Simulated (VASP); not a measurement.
MgS: band structure with PBE0

MgS:

```
CELL_PARAMETERS angstrom
0.00000 2.83312 2.83312
2.83312 0.00000 2.83312
2.83312 2.83312 0.00000
ATOMIC_POSITIONS crystal
S 0.25000 0.25000 0.25000
Mg 0.00000 0.00000 0.00000
```

The cell comes from a database or a generator and needn't be the stable form of this composition.

| Quantity | Value |
| --- | --- |
| Program | VASP 6.6.1 |
| Task | band structure |
| Functional | PBE0 |
| Potentials or basis | VASP PAW PBE potentials, release 64 (S, Mg) |
| Cutoff | 520 eV |
| k mesh | 6 × 6 × 6 |
| Occupations | gaussian, width 0.02 eV |
| Spin | no spin polarisation |
| Grid for exact exchange (PRECFOCK) | Fast |
| Exchange at q = 0 | truncated |
| Further INCAR settings | ALGO = Normal; EDIFF = 1e-06 |

```yaml
Pressure: -0.4 GPa
Band_gap_on_the_k_mesh: 5.18 eV, direct
Band_gap_along_the_path: 5.18 eV, direct
```

Levels at the corners of the path, in eV from the valence-band top:
```tsv
point	band 2	band 3	band 4	band 5	band 6	band 7
Γ	0.00	0.00	0.00	5.18	9.93	9.93
X	-3.09	-1.14	-1.14	5.56	7.48	13.36
X	-3.09	-1.14	-1.14	5.56	7.48	13.36
W	-2.51	-2.02	-1.44	7.30	10.00	10.11
W	-2.51	-2.02	-1.44	7.30	10.00	10.11
K	-2.72	-2.05	-0.90	6.57	8.89	11.68
K	-2.72	-2.05	-0.90	6.57	8.89	11.68
Γ	0.00	0.00	0.00	5.18	9.93	9.93
Γ	0.00	0.00	0.00	5.18	9.93	9.93
L	-3.44	-0.37	-0.37	6.94	9.57	9.57
L	-3.44	-0.37	-0.37	6.94	9.57	9.57
U	-2.72	-2.05	-0.90	6.57	8.89	11.68
U	-2.72	-2.05	-0.90	6.57	8.89	11.68
W	-2.51	-2.02	-1.44	7.30	10.00	10.11
W	-2.51	-2.02	-1.44	7.30	10.00	10.11
L	-3.44	-0.37	-0.37	6.94	9.57	9.57
L	-3.44	-0.37	-0.37	6.94	9.57	9.57
K	-2.72	-2.05	-0.90	6.57	8.89	11.68
U	-2.72	-2.05	-0.90	6.57	8.89	11.68
X	-3.09	-1.14	-1.14	5.56	7.48	13.36
```

Run time: 13 min on 1 thread of Intel(R) Xeon(R) 6975P-C (Granite Rapids), with other jobs on the host, peak memory 0.26 GiB.

Caveat: the PAW data sets were made with another functional, which shifts forces and pressure a little.
